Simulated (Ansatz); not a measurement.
Runs of Ansatz 0.2.0 on CuO (Tenorite). The structure is monoclinic, space group C2/c (No. 15). Conventional cell: a = 4.684 Å, b = 3.423 Å, c = 5.129 Å, α = 90.00°, β = 99.54°, γ = 90.00°. Around Cu (site symmetry -1) lie 4 O at 1.95 to 1.96 Å. O (site symmetry 2) is surrounded by 4 Cu at 1.95 to 1.96 Å. 

```tsv
task	level	U	cell	cutoff (eV)	smearing	gap on the mesh (eV)	pressure (GPa)	largest force (eV/Å)
density of states	PBEsol	-	as given	406	fermi-dirac 0.05 eV	none	-2.7	(b)
relaxation of cell and atoms	LDA	-	relaxed	-	fermi-dirac 0.05 eV	none	0.0	-
density of states	PBEsol+U	Cu d U = 2 eV	as given	406	fermi-dirac 0.05 eV	none	-1.9	0.31
single point	PBE	-	as given	406	gaussian 0.016 eV	none	(c)	0.26
density of states	PBEsol+U	Cu d U = 6 eV	as given	406	fermi-dirac 0.05 eV	none	0.4	(a)
```

Alike in all rows: potentials or basis all-electron LAPW, scalar-relativistic; no spin polarisation; k mesh 10 × 10 × 5; basis error allowed 0.002 eV/atom.

**Question.** Fill in the values left out.

**Answer.** (a) 0.21; (b) 0.36; (c) 5.7.

Caveats: the run has no spin polarisation, though such a crystal can be magnetic; semilocal functionals often make such compounds metallic where correlation or magnetic order opens a gap, which also shifts bond lengths (some runs); the density of states is complete only up to the lowest level of the last band computed (some runs); U is the effective U less J, on atomic orbitals that reach past the spheres (some runs); U without spin polarisation on a metal has little footing (some runs).

A gap of «none» marks a metal or a gap under the smearing width.
